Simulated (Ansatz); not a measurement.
Band table of SnS2

```
Sn S
1.0
     3.59830    0.00000    0.00000
    -1.79915    3.11622    0.00000
     0.00000    0.00000    5.38412
Sn S
1 2
Cartesian
  0.0000 0.0000 0.0000
  1.7992 1.0387 1.4209
  0.0000 2.0775 3.9633
```

Atom numbers follow the list: Sn1, S2, S3.

The cell comes from COD entry 7038081, which wasn't checked; take it as a given geometry. The listed cell was then made from it by scaling, straining or moving an atom.

Spin–orbit coupling is left out, though it moves levels of the heavy atoms by tenths of an eV or more.

Level of theory: DFT, PBEsol, all-electron LAPW, scalar-relativistic (Ansatz 0.2.0).

Numerical set-up: a Γ-centred 10×10×6 k mesh, Fermi–Dirac smearing of 0.01 eV, basis error target 1 meV/atom, no spin polarisation.

Path points, in fractions of the reciprocal vectors: Γ (0.000, 0.000, 0.000), M (0.500, 0.000, 0.000), K (0.333, 0.333, 0.000), A (0.000, 0.000, 0.500), L (0.500, 0.000, 0.500), H (0.333, 0.333, 0.500). Levels in eV from the valence-band top; bands 13 to 28, counted from the lowest band of the run. The gap is 0.91 eV.

```
# k(1/Å) point b13 b14 b15 b16 b17 b18 b19 b20 b21 b22 b23 b24 b25 b26 b27 b28
0.000 Γ -21.47 -21.47 -21.42 -21.38 -21.38 -14.96 -12.33 -6.63 -1.31 -1.31 -1.12 -1.12 0.00 1.60 2.84 4.94
0.202 - -21.48 -21.47 -21.41 -21.38 -21.38 -14.84 -12.24 -6.57 -2.43 -1.83 -1.47 -0.80 -0.03 2.28 3.43 4.68
0.403 - -21.51 -21.45 -21.40 -21.39 -21.37 -14.48 -12.03 -6.46 -3.94 -2.48 -2.47 -0.65 -0.27 2.55 4.03 5.38
0.605 - -21.54 -21.44 -21.41 -21.37 -21.36 -13.92 -11.80 -6.71 -4.80 -3.42 -3.03 -0.81 -0.65 1.94 4.24 5.59
0.807 - -21.57 -21.44 -21.42 -21.35 -21.34 -13.24 -11.77 -7.35 -4.96 -3.86 -3.40 -1.54 -0.70 1.53 4.01 5.21
1.008 M -21.58 -21.44 -21.43 -21.34 -21.33 -12.80 -11.94 -7.62 -5.08 -3.77 -3.53 -1.97 -0.73 1.40 3.89 5.03
1.125 - -21.57 -21.44 -21.42 -21.34 -21.34 -12.76 -11.93 -7.66 -5.04 -3.74 -3.64 -1.97 -0.98 1.50 4.19 4.80
1.241 - -21.56 -21.45 -21.42 -21.35 -21.34 -12.66 -11.91 -7.77 -4.91 -3.89 -3.65 -1.99 -1.55 1.61 4.86 4.95
1.357 - -21.55 -21.47 -21.41 -21.35 -21.35 -12.50 -11.90 -7.94 -4.70 -4.11 -3.56 -2.18 -2.07 1.52 5.48 5.86
1.474 - -21.53 -21.49 -21.39 -21.37 -21.35 -12.31 -11.94 -8.11 -4.42 -4.22 -3.63 -2.54 -2.22 1.36 6.43 6.67
1.590 K -21.51 -21.51 -21.38 -21.38 -21.35 -12.09 -12.09 -8.19 -4.21 -4.21 -3.88 -2.44 -2.44 1.29 6.99 7.02
1.823 - -21.53 -21.48 -21.40 -21.37 -21.34 -12.74 -11.75 -7.83 -4.74 -4.17 -3.15 -2.73 -1.74 1.54 6.38 6.60
2.056 - -21.53 -21.46 -21.40 -21.38 -21.35 -13.59 -11.71 -6.98 -4.61 -4.46 -2.24 -2.24 -0.92 2.08 5.67 6.06
2.289 - -21.51 -21.45 -21.40 -21.39 -21.37 -14.33 -11.94 -6.46 -4.01 -3.66 -1.52 -1.49 -0.32 2.61 4.72 5.05
2.521 - -21.48 -21.46 -21.41 -21.39 -21.38 -14.80 -12.22 -6.55 -2.54 -2.28 -1.10 -1.07 -0.05 2.42 3.61 4.59
2.754 Γ -21.47 -21.47 -21.42 -21.38 -21.38 -14.96 -12.33 -6.63 -1.31 -1.31 -1.12 -1.12 0.00 1.60 2.84 4.94
2.871 - -21.47 -21.47 -21.42 -21.38 -21.38 -14.93 -12.40 -6.49 -1.35 -1.35 -1.07 -1.07 -0.32 1.84 2.86 4.89
2.988 - -21.47 -21.47 -21.42 -21.38 -21.38 -14.86 -12.59 -6.11 -1.41 -1.41 -1.00 -0.98 -0.98 2.26 2.93 4.74
3.104 - -21.47 -21.47 -21.42 -21.38 -21.38 -14.75 -12.83 -5.57 -1.77 -1.46 -1.46 -0.89 -0.89 2.64 3.01 4.57
3.221 - -21.47 -21.47 -21.42 -21.38 -21.38 -14.64 -13.04 -4.98 -2.49 -1.49 -1.49 -0.83 -0.83 2.90 3.07 4.44
3.338 A -21.47 -21.47 -21.42 -21.38 -21.38 -14.60 -13.12 -4.67 -2.85 -1.50 -1.50 -0.81 -0.81 3.00 3.08 4.40
3.539 - -21.48 -21.47 -21.41 -21.38 -21.38 -14.48 -13.02 -4.88 -2.85 -1.90 -1.71 -1.31 -0.88 2.69 3.69 4.76
3.741 - -21.51 -21.45 -21.40 -21.39 -21.37 -14.13 -12.74 -5.56 -3.53 -2.25 -2.20 -1.80 -1.07 2.08 4.53 5.59
3.943 - -21.54 -21.44 -21.41 -21.37 -21.36 -13.58 -12.37 -6.61 -4.72 -2.70 -2.22 -1.77 -1.28 1.57 4.47 5.88
4.144 - -21.57 -21.44 -21.42 -21.35 -21.34 -12.95 -12.09 -7.58 -5.64 -3.05 -2.20 -1.53 -1.43 1.34 4.18 5.31
4.346 L -21.58 -21.44 -21.43 -21.34 -21.33 -12.57 -12.06 -7.98 -6.00 -3.18 -2.19 -1.48 -1.44 1.31 4.07 4.96
4.462 - -21.58 -21.44 -21.42 -21.34 -21.34 -12.54 -12.05 -7.97 -5.96 -3.51 -2.52 -1.27 -1.21 1.47 4.22 5.06
4.579 - -21.56 -21.45 -21.42 -21.34 -21.34 -12.46 -12.01 -7.96 -5.83 -4.15 -3.14 -0.99 -0.88 1.92 4.51 5.42
4.695 - -21.55 -21.47 -21.41 -21.35 -21.35 -12.33 -11.97 -7.95 -5.63 -4.74 -3.79 -0.77 -0.67 2.49 4.74 5.43
4.812 - -21.53 -21.49 -21.39 -21.37 -21.35 -12.18 -11.97 -7.97 -5.38 -5.12 -4.37 -0.62 -0.56 2.97 4.87 5.03
4.928 H -21.51 -21.51 -21.38 -21.38 -21.35 -12.04 -12.04 -8.00 -5.22 -5.22 -4.66 -0.55 -0.55 3.14 4.88 4.88
5.161 - -21.54 -21.48 -21.40 -21.37 -21.34 -12.51 -11.94 -7.74 -5.43 -4.77 -3.99 -0.74 -0.73 2.80 4.85 5.36
5.394 - -21.54 -21.46 -21.40 -21.38 -21.34 -13.27 -12.19 -6.91 -4.93 -3.84 -3.04 -1.25 -1.05 2.45 4.89 6.01
5.626 - -21.51 -21.45 -21.40 -21.39 -21.37 -13.98 -12.63 -5.81 -3.78 -2.82 -2.27 -1.70 -1.16 2.37 4.46 6.00
5.859 - -21.48 -21.46 -21.41 -21.39 -21.38 -14.44 -12.99 -4.95 -2.87 -1.96 -1.88 -1.36 -0.93 2.67 3.74 4.97
6.092 A -21.47 -21.47 -21.42 -21.38 -21.38 -14.60 -13.12 -4.67 -2.85 -1.50 -1.50 -0.81 -0.81 3.00 3.08 4.40
```
